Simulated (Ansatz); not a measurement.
TiAl3: elastic constants with PBEsol

TiAl3:

```
Ti Al
1.0
     2.83968    0.00000    0.00000
     0.00000    4.68126    0.00000
     0.00000    0.00000    4.90074
Ti Al
1 3
Direct
  0.00000 0.50000 0.16592
  0.00000 0.00000 0.83590
  0.50000 0.00000 0.33091
  0.50000 0.50000 0.66727
```

The cell comes from a database or a generator and needn't be the stable form of this composition.

| Item | Value |
| --- | --- |
| Program | Ansatz 0.2.0 |
| Task | elastic constants |
| Functional | PBEsol |
| Potentials or basis | Ansatz PAW |
| Cutoff | 420 eV (not typed: the program's choice for these potentials) |
| k mesh | 8 × 6 × 6 |
| Occupations | fermi-dirac, width 0.05 eV |
| Spin | no spin polarisation |
| Atoms under strain | relaxed |

The pressure is -2.4 GPa, the band gap on the k mesh is none (metal or under the smearing width) and the voigt bulk modulus is 94 GPa.

Stress tensor (GPa, compression positive):
```
-3.05  0.00  0.00
 0.00 -1.95  0.00
 0.00  0.00 -2.07
```

Levels at points of the mesh, in eV from the Fermi level:
| k point | band 8 | band 9 | band 10 | band 11 | band 12 | band 13 | band 14 | band 15 |
| --- | --- | --- | --- | --- | --- | --- | --- | --- |
| (0.00, 0.00, 0.00) | -3.44 | -2.60 | -0.75 | -0.35 | 2.36 | 2.43 | 2.75 | 2.83 |
| (0.00, 0.00, -0.50) | -2.20 | -2.07 | -1.02 | -0.25 | 2.25 | 2.31 | 2.44 | 3.28 |
| (0.00, -0.50, 0.00) | -3.07 | -1.96 | -1.45 | -0.12 | 2.27 | 2.37 | 2.70 | 3.13 |
| (0.00, -0.50, -0.50) | -4.75 | -0.13 | 0.00 | 0.78 | 2.28 | 2.30 | 3.74 | 5.02 |
| (-0.50, 0.00, 0.00) | -1.91 | -1.70 | 0.39 | 0.62 | 0.78 | 1.42 | 1.57 | 2.25 |
| (-0.50, 0.00, -0.50) | -3.42 | -1.27 | -0.16 | -0.08 | 0.61 | 1.24 | 1.98 | 3.28 |
| (-0.50, -0.50, 0.00) | -3.28 | -1.64 | -0.44 | -0.28 | 0.81 | 1.17 | 1.37 | 3.42 |
| (-0.50, -0.50, -0.50) | -3.21 | -2.72 | -2.72 | -0.75 | -0.18 | 1.06 | 2.10 | 2.37 |

Elastic tensor in Voigt notation (GPa, in the Cartesian axes of the cell as first typed):
```
133  83  68   0   0   0
 84 144  43   0   0   0
 69  43 182   0   0   0
  0   0   0  63   0   0
  0   0   0   0  61   0
  0   0   0   0   0  67
```

Run time: 4.6 min on 2 threads of Arm Neoverse V1 (shared host), peak memory 0.46 GiB.

Caveat: elastic constants of metals need much finer meshes, so these are rough; the PAW data sets come from PBE, with cores solved anew for the run's functional, which leaves a small shift of forces and pressure.
